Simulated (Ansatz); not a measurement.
Input and command of a plane-wave DFT calculation in Ansatz:

```yaml
crystal:
  lattice:
    - [3.2827382341, 0.0, 0.0]
    - [-1.641369117, 2.8429347047, 0.0]
    - [0.0, 0.0, 5.1802503991]
  atoms:
    - { symbol: Ga, position: [0.6666666667, 0.3333333333, 0.4991348646] }
    - { symbol: Ga, position: [0.3333333333, 0.6666666667, 0.9991348646] }
    - { symbol: "N", position: [0.6666666667, 0.3333333333, 0.8758651354] }
    - { symbol: "N", position: [0.3333333333, 0.6666666667, 0.3758651354] }
basis:
  ecutwfc: 420
kpoints:
  mp_grid: { grid: [12, 12, 6] }
hamiltonian:
  xc: pbe
scf:
  occupations: { method: gaussian, width: 0.02 }
output:
  forces: true
  stress: true
  eigenvalues: true
relax:
  adjacent_minimum: "off"
  f_tol: 0.008
  max_steps: 40
  cell: { stress_tol: 0.015, fix: [a, b, gamma] }
```

```bash
ansatz run input.yaml --threads 1 --pin off --max-ram 2560MiB --backend cpu --events-out ev --progress --plain --runs-dir out
```

Processor: Arm Neoverse V2, 1 thread, on a host shared with other jobs.

Task: How long does it run, and how much memory does it take?

Result: About 62 s on 1 thread of Arm Neoverse V2, with other jobs on the host, peak memory 0.38 GiB. It solves 22 bands at 76 k points (the mesh reduced by symmetry) with about 965 plane waves (on the last cell), in 38 SCF iterations over 8 ionic steps.
